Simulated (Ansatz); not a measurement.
Runs of Ansatz 0.2.0 on I. It takes space group Cmce (No. 64, orthorhombic). The conventional cell has a = 7.270 Å, b = 4.790 Å, c = 9.793 Å, α = 90.00°, β = 90.00°, γ = 90.00°. I (site symmetry m) has 1 I at 2.68 Å as nearest neighbours. 

```tsv
task	potentials or basis	spin	cell	k mesh	cutoff (eV)	gap on the mesh (eV)	pressure (GPa)	largest force (eV/Å)
relaxation of cell and atoms	all-electron LAPW, scalar-relativistic	off	relaxed to 10 GPa	7 × 7 × 3	-	-	10.0	-
band structure	all-electron LAPW, relativistic spinors	SOC, no magnetisation	as given	5 × 5 × 2	253	(b)	0.4	0.90
relaxation of cell and atoms	all-electron LAPW, scalar-relativistic	off	relaxed to 30 GPa	7 × 7 × 3	-	none	30.0	-
relaxation of cell and atoms	all-electron LAPW, scalar-relativistic	off	relaxed to 5 GPa	7 × 7 × 3	-	-	5.0	-
band structure	all-electron LAPW, scalar-relativistic	off	as given	5 × 5 × 2	253	1.30	(a)	0.75
relaxation of cell and atoms	all-electron LAPW, scalar-relativistic	off	relaxed to 20 GPa	7 × 7 × 3	-	none	20.0	-
relaxation of cell and atoms	all-electron LAPW, scalar-relativistic	off	relaxed	7 × 7 × 3	-	0.82	0.0	-
```

Alike in all rows: level PBEsol; smearing fermi-dirac 0.05 eV; basis error allowed 0.002 eV/atom.

Estimate the missing entries.

(a) 0.1; (b) 1.11.

Caveats: an odd mesh through Γ misses points on the zone boundary, where band edges often lie (some runs); spin-orbit coupling is left out, which moves the levels of the heavy elements (some runs).

A k mesh can miss the band edges, and rows without SOC leave out spin-orbit coupling on I.

A gap of «none» marks a metal or a gap under the smearing width.

The runs don't all hold the same shells in valence.
